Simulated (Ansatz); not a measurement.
Space group P4_12_12 (No. 92). a = 6.968 Å, b = 6.968 Å, c = 3.693 Å, α = 90.00°, β = 90.00°, γ = 90.00°
```tsv
atom	site	symmetry	x	y	z
Mg	4a	..2	0.6641	0.6641	0.5000
S	4a	..2	0.8317	0.8317	0.0000
```

Equation of state of this MgS structure (not necessarily the ground state), with shape and atoms relaxed at each volume where symmetry leaves them free. All numbers below come from DFT PBE, scalar-relativistic, plane waves, PAW (Ansatz).

Cutoff 420 eV; k points 4×4×6 on the computed 8-atom cell (Γ-centred); Gaussian smearing, width 0.02 eV; no spin polarisation.

```csv
V (Å³/atom),E − E(largest V) (meV/atom),P (GPa),gap on mesh (eV)
19.722,36.62,9.30,3.44
20.395,3.79,6.41,3.29
21.067,-17.82,3.94,3.14
21.739,-29.80,1.81,2.99
22.412,-33.53,0.00,2.85
23.084,-30.14,-1.56,2.71
23.756,-20.66,-2.92,2.58
24.653,0.00,-4.42,2.41
```

Task: Fit a third-order Birch–Murnaghan equation, E = E0 + (9V0B0/16)·[(x − 1)³B0' + (x − 1)²(6 − 4x)] with x = (V0/V)^(2/3), to E(V).

Result: V0 = 22.41 Å³/atom, B0 = 56 GPa, B0' = 4.0.

Another cell of MgS relaxed alike, in Pm-3n, lies 51 meV/atom lower, so this cell isn't the stable form at this level.

The cell was found from a structure generator's guess, not taken from experiment.
